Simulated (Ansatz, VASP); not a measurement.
# One calculation of C, two programs

INCAR

```
ALGO = Normal
EDIFF = 1E-6
ENCUT = 520
GGA = CA
ISIF = 2
ISMEAR = 0
LASPH = T
LCHARG = F
LREAL = F
LWAVE = F
NBANDS = 11
NELM = 80
PREC = Accurate
SIGMA = 0.05
```

The input KPOINTS:

```
k-points
0
Gamma
  12 12 12
```

Contents of POSCAR:

```
C
1.0
    0.0000000000      1.7786207367      1.6149876289
    1.7786207367      0.0000000000      1.6149876289
    1.7786207367      1.7786207367      0.0000000000
C
2
Direct
    0.5000000000      0.5000000000      0.5000000000
    0.7500000000      0.7500000000      0.7500000000
```

Input for Ansatz:

```yaml
crystal:
  lattice:
    - [0.0, 1.7786207367, 1.6149876289]
    - [1.7786207367, 0.0, 1.6149876289]
    - [1.7786207367, 1.7786207367, 0.0]
  atoms:
    - { symbol: C, position: [0.5, 0.5, 0.5] }
    - { symbol: C, position: [0.75, 0.75, 0.75] }
basis:
  ecutwfc: 520.0
kpoints:
  mp_grid: { grid: [12, 12, 12] }
hamiltonian:
  xc: lda
  pseudopotentials: { kind: paw, azcp: { folder: soft_1 } }
scf:
  occupations: { method: gaussian, width: 0.05 }
output:
  forces: true
  stress: true
  eigenvalues: true
  write_density: true
  write_potential: true
  elf: true
  volumetric_format: npy
```

Alike in both runs: task single point; functional LDA; k mesh 12 × 12 × 12; occupations gaussian, width 0.05 eV; no spin polarisation.

|  | VASP | Ansatz |
| --- | --- | --- |
| version | VASP 6.6.1 | Ansatz 0.2.0 |
| potentials or method | VASP PAW LDA potentials, release 64 (C) | scalar-relativistic, plane waves, PAW |
| plane-wave cutoff (eV) | 520 | 520 |
| valence electrons in the cell | 8 | 8 |

|  | VASP | Ansatz | Ansatz less VASP |
| --- | --- | --- | --- |
| gap on the k mesh at the Fermi level (eV) | 1.85 | 1.86 | +0.013 |
| least direct gap on the mesh (eV) | 4.18 | 4.18 | -0.003 |

Ansatz warned: «pseudo_functional_mismatch».
